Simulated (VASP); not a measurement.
Input of a VASP 6.6.1 run:

File POSCAR:

```
InP                                     
1.0
    0.0000000000      2.9393308163      2.9393308163
    2.9393308163      0.0000000000      2.9393308163
    2.9393308163      2.9393308163      0.0000000000
  In              P             
     1     1
Direct
     0.0000000000000000    0.0000000000000000    0.0000000000000000
     0.2500000000000000    0.2500000000000000    0.2500000000000000
```

INCAR.step1

```
SYSTEM = InP
PREC = Accurate
ENCUT = 520
EDIFF = 1E-5
ISMEAR = 0
SIGMA = 0.03
LREAL = .FALSE.
LASPH = .TRUE.
NELM = 80
ALGO = Normal
ISIF = 2
LWAVE = .TRUE.
LCHARG = .FALSE.
MAGMOM = 0 0 0 0 0 0
LORBIT = 11
LSORBIT = .TRUE.
GGA_COMPAT = .FALSE.
NBANDS = 32
GGA = PE
```

File INCAR.step2:

```
SYSTEM = InP
PREC = Accurate
ENCUT = 520
EDIFF = 1E-6
ISMEAR = 0
SIGMA = 0.03
LREAL = .FALSE.
LASPH = .TRUE.
NELM = 80
ALGO = Normal
ISIF = 2
LWAVE = .FALSE.
LCHARG = .FALSE.
MAGMOM = 0 0 0 0 0 0
LORBIT = 11
LSORBIT = .TRUE.
GGA_COMPAT = .FALSE.
GGA = PE
LHFCALC = .TRUE.
HFSCREEN = 0.2
PRECFOCK = Fast
NBANDS = 32
ISTART = 1
```

The input KPOINTS:

```
Automatic mesh
0
G
  4 4 4
  0 0 0
```

KPOINTS_OPT

```
explicit points
9
Reciprocal
 0.0000000000  0.0000000000  0.0000000000 1
 0.3750000000  0.3750000000  0.7500000000 1
 0.5000000000  0.5000000000  0.5000000000 1
 0.6250000000  0.2500000000  0.6250000000 1
 0.5000000000  0.2500000000  0.7500000000 1
 0.5000000000  0.0000000000  0.5000000000 1
 0.4000000000  0.0000000000  0.4000000000 1
 0.4250000000  0.0000000000  0.4250000000 1
 0.4500000000  0.0000000000  0.4500000000 1
```

Potentials or basis: VASP PAW PBE potentials, release 64 (In_d, P).

Launch:

```console
$ cat potpaw_PBE.64/In_d/POTCAR potpaw_PBE.64/P/POTCAR > POTCAR
$ cp INCAR.step1 INCAR
$ mpirun -np 1 vasp_ncl > vasp.out
$ cp INCAR.step2 INCAR
$ mpirun -np 1 vasp_ncl > vasp.out
```

Question: Predict the pressure.

Answer: 0.8 GPa.

Caveat: the k mesh is coarse (spacing up to 0.46 Å⁻¹), so the values aren't converged, least of all with exact exchange; the PAW data sets were made with another functional, which shifts forces and pressure a little.
